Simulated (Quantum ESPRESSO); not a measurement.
Crystal: CoO.

```xyz
2
Lattice="2.5705 0.0000 0.0000 0.0000 2.5705 0.0000 0.0000 0.0000 2.5705" Properties=species:S:1:pos:R:3 pbc="T T T"
Co    0.0000    0.0000    0.0000
O     1.2853    1.2853    1.2853
```

Measurements of this composition are mostly on another form, of space group No. 225.

* Program: Quantum ESPRESSO 7.5
* Task: phonons
* Functional: RPBE
* Potentials or basis: PseudoDojo 0.4.1 SR PBE standard
* Cutoff: 1306 eV
* Density cutoff: 5225 eV
* k mesh: 6 × 6 × 6, shifted
* Occupations: fermi-dirac, width 0.05 eV
* Spin: collinear spin, ferromagnetic start
* Starting moments: [2.0, 0.0] μB
* Mixing beta: 0.3
* Most SCF iterations: 120
* SCF threshold: 4e-10 Ry

The cell and the atoms were relaxed first, to 9.17 Å³/atom (a = 2.637 Å, b = 2.637 Å, c = 2.637 Å, α = 90.00°, β = 90.00°, γ = 90.00°), and the response was taken there.

**Question.** Which optical modes does the crystal have at the zone centre, and which show in infrared and Raman spectra?

**Answer.** The optical modes are T1u. Infrared active: T1u. None is Raman active.

Optical modes at Γ, degenerate ones joined:
```
cm⁻¹  components  symmetry  active in
119i           3       T1u         IR
```

Caveat: the k mesh is coarse (spacing up to 0.41 Å⁻¹), so the values aren't converged; the mesh is thin for the phonons of a metal; the potentials were made for another functional, which shifts forces and pressure; some modes are imaginary; a cell with one magnetic atom can't hold antiferromagnetic order, which such compounds often take.
